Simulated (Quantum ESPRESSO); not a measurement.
Write the native input for Quantum ESPRESSO 7.5 that does the following.

```yaml
Task: single point
Functional: PBE
Potentials_or_basis: SSSP 1.3 efficiency PBE
Cutoff: 816 eV
Density_cutoff: 6531 eV
k_mesh: 10 × 10 × 5
Occupations: fermi-dirac, width 0.05 eV
Spin: no spin polarisation
Mixing_beta: 0.5
Most_SCF_iterations: 120
SCF_threshold: 4e-10 Ry
```

Crystal: Cd.

```
Cd
1.0
     0.00000   -2.21815   -2.21815
    -2.21815    0.00000   -2.21815
     2.21815    2.21815   -4.43630
Cd
2
Direct
  0.50756 0.49945 0.49670
  0.99244 0.00055 0.00330
```

This isn't the form of Cd at room conditions, which is hcp.

The input as run:

pw.in

```
&CONTROL
  calculation = 'scf'
  prefix = 'pwscf'
  outdir = './tmp'
  pseudo_dir = './pseudo'
  tprnfor = .true.
  tstress = .true.
  disk_io = 'low'
/
&SYSTEM
  ibrav = 0
  nat = 2
  ntyp = 1
  ecutwfc = 60
  ecutrho = 480
  nbnd = 19
  occupations = 'smearing'
  smearing = 'fd'
  degauss = 0.00367493
/
&ELECTRONS
  conv_thr = 4d-10
  electron_maxstep = 120
  mixing_beta = 0.5
/
ATOMIC_SPECIES
Cd   112.4140 Cd.pbe-dn-rrkjus_psl.0.3.1.UPF
CELL_PARAMETERS angstrom
   0.0000000000   -2.2181497500   -2.2181497500
  -2.2181497500    0.0000000000   -2.2181497500
   2.2181497500    2.2181497500   -4.4362995000
ATOMIC_POSITIONS crystal
Cd     0.5075630600    0.4994465700    0.4966998400
Cd     0.9924369400    0.0005534300    0.0033001600
K_POINTS automatic
10 10 5 0 0 0
```

pp_density.in

```
&INPUTPP
  prefix = 'pwscf'
  outdir = './tmp'
  filplot = 'density.dat'
  plot_num = 0
/
&PLOT
  nfile = 1
  filepp(1) = 'density.dat'
  iflag = 3
  output_format = 6
  fileout = 'density.cube'
/
```

pp_potential.in

```
&INPUTPP
  prefix = 'pwscf'
  outdir = './tmp'
  filplot = 'potential.dat'
  plot_num = 11
/
&PLOT
  nfile = 1
  filepp(1) = 'potential.dat'
  iflag = 3
  output_format = 6
  fileout = 'potential.cube'
/
```

Potentials or basis: SSSP 1.3 efficiency PBE.

Launch:

```bash
$ OMP_NUM_THREADS=1 pw.x -in pw.in > pw.out
$ OMP_NUM_THREADS=1 pp.x -in pp_density.in > pp_density.out
$ OMP_NUM_THREADS=1 pp.x -in pp_potential.in > pp_potential.out
```

Results of the run:

* Pressure: 2.2 GPa
* Largest force: 0.121 eV/Å
* Band gap on the k mesh: none (metal or under the smearing width)

Wall time 3.3 min on 1 thread of Intel(R) Xeon(R) 6975P-C (Granite Rapids) (shared host), peak memory 0.51 GiB.
